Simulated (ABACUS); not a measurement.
Crystal: SiC (Moissanite).

```
Si C
1.0
     3.07600    0.00000    0.00000
    -1.53800    2.66389    0.00000
     0.00000    0.00000    5.04800
Si C
2 2
Direct
  0.66667 0.33333 0.50000
  0.33333 0.66667 0.00000
  0.66667 0.33333 0.88500
  0.33333 0.66667 0.38500
```

* Program: ABACUS 3.10.1
* Task: single point
* Functional: PBE
* Potentials or basis: PseudoDojo NC SR 0.4.1 PBE standard
* Cutoff: 1116 eV
* Density cutoff: 4463 eV
* Basis: plane waves
* k mesh: 10 × 10 × 5
* Occupations: fermi-dirac, width 0.05 eV
* Spin: no spin polarisation

On this cell: pressure 3.7 GPa; largest force 0.760 eV/Å; band gap on the k mesh 2.49 eV, indirect (least direct gap 4.09 eV).

The same run follows on a disturbed copy (atoms moved at random, drawn with an rms of 0.05 Å):

```
Si C
1.0
     3.07600    0.00000    0.00000
    -1.53800    2.66389    0.00000
     0.00000    0.00000    5.04800
Si C
2 2
Direct
  0.66176 0.32400 0.50824
  0.33440 0.66063 0.00133
  0.68683 0.33924 0.88747
  0.34214 0.66909 0.38002
```

Task: What does the disturbed cell give?

Result: The energy moves by +8.8 meV/atom; pressure 3.7 GPa; largest force 1.515 eV/Å; band gap on the k mesh 2.35 eV, indirect (least direct gap 3.97 eV).

Forces in eV/Å, atoms in the order of the input:
```
Si   0.495  0.634 -0.323
Si   0.872  0.674  0.951
C   -0.981 -0.724 -0.899
C   -0.385 -0.584  0.271
```

Stress tensor (GPa, compression positive):
```
4.89 1.16 1.56
1.16 4.19 1.50
1.56 1.50 2.14
```

Caveats: there are fewer bands than atomic start orbitals, so a level may be missed at k points of high symmetry; an odd mesh through Γ misses points on the zone boundary, where band edges often lie.
